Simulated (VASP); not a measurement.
# Mg: single point with revPBE

The system is Mg.

```
Mg
1.0
     3.12718    0.00000    0.00000
     0.00000    3.12718    0.00000
     0.00000    0.00000    3.12718
Mg
1
Direct
  0.00000 0.00000 0.00000
```

This isn't the form of Mg at room conditions, which is hcp.

```
Program                : VASP 6.6.1
Task                   : single point
Functional             : revPBE
Potentials or basis    : VASP PAW PBE potentials, release 64 (Mg)
Cutoff                 : 520 eV
k mesh                 : 12 × 12 × 12
Occupations            : fermi-dirac, width 0.1 eV
Spin                   : no spin polarisation
Dipole correction      : no
Further INCAR settings : ALGO = Fast; EDIFF = 1e-06; NBANDS = 7
```

| Quantity | Value |
| --- | --- |
| Pressure | -1.5 GPa |
| Band gap on the k mesh | none (metal or under the smearing width) |

Levels at points of the mesh, in eV from the Fermi level:
| k point | band 1 | band 2 | band 3 | band 4 | band 5 | band 6 |
| --- | --- | --- | --- | --- | --- | --- |
| (0.00, 0.00, 0.00) | -5.74 | 7.79 | 7.79 | 8.85 | 8.85 | 8.85 |
| (0.50, 0.00, 0.00) | -2.23 | -1.68 | 10.04 | 11.90 | 11.90 | 12.43 |
| (0.50, 0.50, 0.00) | 1.28 | 1.28 | 1.75 | 2.77 | 14.73 | 14.73 |
| (0.50, 0.50, 0.50) | 4.19 | 4.19 | 4.19 | 5.56 | 5.56 | 5.56 |

It took 5.5 s on 1 thread of Intel(R) Xeon(R) Platinum 8488C (Sapphire Rapids) (shared host), peak memory 0.14 GiB.

Caveat: the PAW data sets were made with another functional, which shifts forces and pressure a little.
